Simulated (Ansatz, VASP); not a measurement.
**One calculation of AlN, two programs**

POSCAR

```
AlN
1.0
    0.0000000000      2.1839935596      2.1839935596
    2.1839935596      0.0000000000      2.1839935596
    2.1839935596      2.1839935596      0.0000000000
Al N
1 1
Direct
    0.0000000000      0.0000000000      0.0000000000
    0.7500000000      0.7500000000      0.7500000000
```

Contents of INCAR.step1:

```
SYSTEM = AlN
  PREC = Accurate
  ENCUT = 600
  ISMEAR = 0
  SIGMA = 0.02
  LREAL = .FALSE.
  LASPH = .TRUE.
  NELM = 60
  GGA = PE
  ALGO = Normal
  EDIFF = 1E-4
  LWAVE = .TRUE.
  LCHARG = .FALSE.
```

The input INCAR.step2:

```
SYSTEM = AlN
  PREC = Accurate
  ENCUT = 600
  EDIFF = 1E-7
  ISMEAR = 0
  SIGMA = 0.02
  LREAL = .FALSE.
  LASPH = .TRUE.
  NELM = 60
  ALGO = Normal
  ISIF = 3
  LWAVE = .FALSE.
  LCHARG = .FALSE.
  METAGGA = R2SCAN
  LMIXTAU = .TRUE.
  IBRION = 2
  NSW = 100
  EDIFFG = -0.005
  ISTART = 1
```

File KPOINTS:

```
regular mesh
0
G
  10 10 10
  0 0 0
```

Input for Ansatz:

```yaml
crystal:
  lattice:
    - [0.0, 2.1839935596, 2.1839935596]
    - [2.1839935596, 0.0, 2.1839935596]
    - [2.1839935596, 2.1839935596, 0.0]
  atoms:
    - { symbol: Al, position: [0.0, 0.0, 0.0] }
    - { symbol: "N", position: [0.75, 0.75, 0.75] }
basis:
  ecutwfc: 500
kpoints:
  mp_grid: { grid: [10, 10, 10] }
hamiltonian:
  xc: r2scan
scf:
  occupations: { method: gaussian, width: 0.02 }
output:
  forces: true
  stress: true
  eigenvalues: true
relax:
  adjacent_minimum: "off"
  f_tol: 0.005
  max_steps: 80
  cell: { stress_tol: 0.05 }
```

Measurements of this composition are mostly on another form, of space group No. 186.

Alike in both runs: task relaxation of cell and atoms; functional r2SCAN; k mesh 10 × 10 × 10; occupations gaussian, width 0.02 eV; no spin polarisation.

|  | VASP | Ansatz |
| --- | --- | --- |
| version | VASP 6.6.1 | Ansatz 0.2.0 |
| potentials or method | VASP PAW PBE potentials, release 64 (Al, N) | scalar-relativistic, plane waves, PAW |
| plane-wave cutoff (eV) | 600 | 500 |
| valence electrons in the cell | 8 | 8 |

VASP gave:

* gap on the k mesh at the Fermi level, each at its own relaxed structure (eV): 3.93
* relaxed volume (Å³/atom): 10.42
* relaxed cell length with the largest relative difference (Å): 3.089

Which values does Ansatz return?

gap on the k mesh at the Fermi level, each at its own relaxed structure (eV): 3.94; relaxed volume (Å³/atom): 10.43; relaxed cell length with the largest relative difference (Å): 3.090.

Caveats: the relaxation stopped at its first step, so nothing moved; the PAW data sets were made with another functional, which shifts forces and pressure a little (VASP). r2SCAN opens gaps a little over a GGA but as a rule still falls short of measured ones. A k mesh can miss the band edges.
